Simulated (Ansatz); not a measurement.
InGaAs2:

```
CELL_PARAMETERS angstrom
4.22500 0.00000 0.00000
0.00000 4.22500 0.00000
0.00000 0.00000 5.96215
ATOMIC_POSITIONS crystal
In 0.00000 0.00000 0.50000
As 0.00000 0.50000 0.23153
As 0.50000 0.00000 0.76848
Ga 0.50000 0.50000 0.00000
```

The cell comes from a database or a generator and needn't be the stable form of this composition.

| Item | Value |
| --- | --- |
| Program | Ansatz 0.2.0 |
| Task | relaxation of cell and atoms |
| Functional | PBEsol |
| Potentials or basis | Ansatz PAW |
| Cutoff | 420 eV (not typed: the program's choice for these potentials) |
| k mesh | 6 × 6 × 5 |
| Occupations | fermi-dirac, width 0.05 eV |
| Spin | no spin polarisation |

At the start: volume 26.61 Å³/atom.

**Question.** Where does the relaxation end?

**Answer.** It ends after 5 steps and the volume is 25.37 Å³/atom (-4.7 %); space group P-4m2 (No. 115, to 0.05 Å).

The path:
| step | energy change (eV) | largest force (eV/Å) | volume (Å³) |
| --- | --- | --- | --- |
| 1 | 0.0000 | 0.0400 | 106.43 |
| 2 | -0.0386 | 0.2171 | 100.52 |
| 3 | -0.0438 | 0.0686 | 101.42 |
| 4 | -0.0442 | 0.0013 | 101.47 |
| 5 | -0.0433 | 0.0013 | 101.47 |

Final structure:
```
In As Ga
1.0
     4.14980    0.00000    0.00000
     0.00000    4.14980    0.00000
     0.00000    0.00000    5.89251
In As Ga
1 2 1
Direct
  0.00000 0.00000 0.50000
  0.00000 0.50000 0.23021
  0.50000 0.00000 0.76979
  0.50000 0.50000 0.00000
```

Caveat: the plane-wave basis is chosen anew once the cell has moved, so the energies of steps on either side of that aren't comparable; the PAW data sets come from PBE, with cores solved anew for the run's functional, which leaves a small shift of forces and pressure.
